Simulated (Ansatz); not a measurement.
**TaN: response to strain**

TaN is deformed so: equal xx and yy strain of +2 %. What stress and forces result, by LAPW, PAW and all-electron datasets made for the crystal?

Program: Ansatz 0.2.0. Level of theory: DFT PBE, scalar-relativistic. These are calculated values, not measurements.

**1. The system as given**

The structure is hexagonal, space group P6_3/mmc (No. 194). Conventional cell: a = 3.048 Å, b = 3.048 Å, c = 4.918 Å, α = 90.00°, β = 90.00°, γ = 120.00°. Ta (site symmetry -3m) has 6 N at 2.15 Å and 2 Ta at 2.46 Å as nearest neighbours. N (site symmetry -6m2) has 6 Ta at 2.15 Å as nearest neighbours.

As a file:

```cif
data_structure
_symmetry_space_group_name_H-M 'P6_3/mmc'
_symmetry_Int_Tables_number 194
_cell_length_a 3.0480
_cell_length_b 3.0480
_cell_length_c 4.9180
_cell_angle_alpha 90.000
_cell_angle_beta 90.000
_cell_angle_gamma 120.000
_cell_volume 39.57
loop_
_atom_site_label
_atom_site_type_symbol
_atom_site_symmetry_multiplicity
_atom_site_Wyckoff_symbol
_atom_site_fract_x
_atom_site_fract_y
_atom_site_fract_z
_atom_site_occupancy
Ta1 Ta 2 a 0.00000 0.00000 0.00000 1
N1 N 2 c 0.33333 0.66667 0.25000 1
```

The file gives the conventional cell by its symmetry; the runs use the cell typed in the input.

Atoms are numbered in the order of the input: Ta1, Ta2, N3, N4.

**2. After the deformation**

Space group P6_3/mmc before, P6_3/mmc after.

**3. All-electron LAPW**

input.yaml

```yaml
crystal:
  lattice:
    - [3.1089620182, 0.0, 0.0]
    - [-1.5544810091, 2.6924400871, 0.0]
    - [0.0, 0.0, 4.918]
  atoms:
    - { symbol: Ta, position: [0.0, 0.0, 0.0] }
    - { symbol: Ta, position: [0.0, 0.0, 0.5] }
    - { symbol: "N", position: [0.3333333333, 0.6666666667, 0.25] }
    - { symbol: "N", position: [0.6666666667, 0.3333333333, 0.75] }
kpoints:
  mp_grid: { grid: [9, 9, 5] }
  band_path:
    path:
      - [0.0, 0.0, 0.0]
      - [0.5, 0.0, 0.0]
      - [0.3333333333, 0.3333333333, 0.0]
      - [0.0, 0.0, 0.0]
      - [0.0, 0.0, 0.5]
      - [0.5, 0.0, 0.5]
      - [0.3333333333, 0.3333333333, 0.5]
      - [0.0, 0.0, 0.5]
      - [0.5, 0.0, 0.5]
    npoints: 5
scf:
  occupations: { method: fermi_dirac, width: 0.01 }
hamiltonian:
  xc: pbe
  pseudopotentials: { kind: all_electron, lapw: { basis_error: 0.0005 } }
output:
  forces: true
  stress: true
  eigenvalues: true
```

Command:

```bash
ansatz run input.yaml --threads 1 --pin off --max-ram 4096MiB --backend cpu --events-out ev --progress --plain --runs-dir out
```

**4. PAW on the default files**

input.yaml

```yaml
crystal:
  lattice:
    - [3.1089620182, 0.0, 0.0]
    - [-1.5544810091, 2.6924400871, 0.0]
    - [0.0, 0.0, 4.918]
  atoms:
    - { symbol: Ta, position: [0.0, 0.0, 0.0] }
    - { symbol: Ta, position: [0.0, 0.0, 0.5] }
    - { symbol: "N", position: [0.3333333333, 0.6666666667, 0.25] }
    - { symbol: "N", position: [0.6666666667, 0.3333333333, 0.75] }
kpoints:
  mp_grid: { grid: [9, 9, 5] }
scf:
  occupations: { method: fermi_dirac, width: 0.01 }
hamiltonian:
  xc: pbe
  pseudopotentials: { kind: paw }
output:
  forces: true
  stress: true
  eigenvalues: true
  efg: { contact_densities: true }
```

**5. Datasets made for this crystal**

Edit input.yaml of step 4 so:

```diff
@@ -16,3 +16,3 @@
   xc: pbe
-  pseudopotentials: { kind: paw }
+  pseudopotentials: { kind: all_electron, datasets: crystal }
 output:
```

(Steps that only read results are left out.)

Before running it: what results should come out? Wanted: pressure; largest shear or deviatoric stress.

As calculated:

| quantity | value |
| --- | --- |
| pressure | LAPW 41.96, PAW 42.26, crystal datasets 41.96 GPa |
| largest shear or deviatoric stress (LAPW) | 51.66 GPa |

What this shows: The largest part of the stress beyond the pressure is 51.66 GPa in size, in the zz component; the atoms are carried along and not relaxed. No run of the undeformed cell stands beside it, so the pressure holds what the given cell had before the change. PAW: stress within 0.48 GPa of LAPW. Crystal datasets: stress within 0.01 GPa of LAPW. Spin-orbit coupling is left out, though the cell holds Ta; in elements this heavy it can shift bands and gaps by tenths of an eV.
